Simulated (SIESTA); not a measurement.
GaN:

```xyz
8
Lattice="3.2115 0.0000 0.0000 -1.6058 2.7813 0.0000 0.0000 0.0000 10.3568" Properties=species:S:1:pos:R:3 pbc="T T T"
Ga    0.0000    0.0000    8.1391
Ga    1.6058    0.9271    0.3868
Ga    0.0000    1.8542    5.5652
Ga    0.0000    0.0000    2.9607
N     0.0000    0.0000    0.9636
N     1.6058    0.9271    3.5601
N     0.0000    0.0000    6.1420
N     0.0000    1.8542    8.7385
```

The cell is a database's computed one.

Base run:

```yaml
Program: SIESTA 5.4.2
Functional: PBE
Potentials_or_basis: PseudoDojo 0.4 standard (PBE files)
Basis: DZP (energy shift 0.003 Ry; two zetas on semicore shells)
Grid_cutoff: 800 Ry
Energy_shift: 0.003 Ry
k_mesh: 10 × 10 × 3
Occupations: fermi-dirac, width 0.05 eV
Spin: no spin polarisation
```

Its results: band gap on the k mesh 0.84 eV, direct; pressure 2.2 GPa; largest force 0.523 eV/Å.

Task: The run is repeated on the same cell with these changes: functional from PBE to LDA; potentials or basis from PseudoDojo 0.4 standard (PBE files) to PseudoDojo 0.4 standard (LDA files). What comes out?

Result: Band gap on the k mesh 0.87 eV, direct; pressure -8.8 GPa; largest force 0.261 eV/Å.

Caveats: the basis of atomic orbitals isn't converged, which shifts pressures, moduli and gaps.
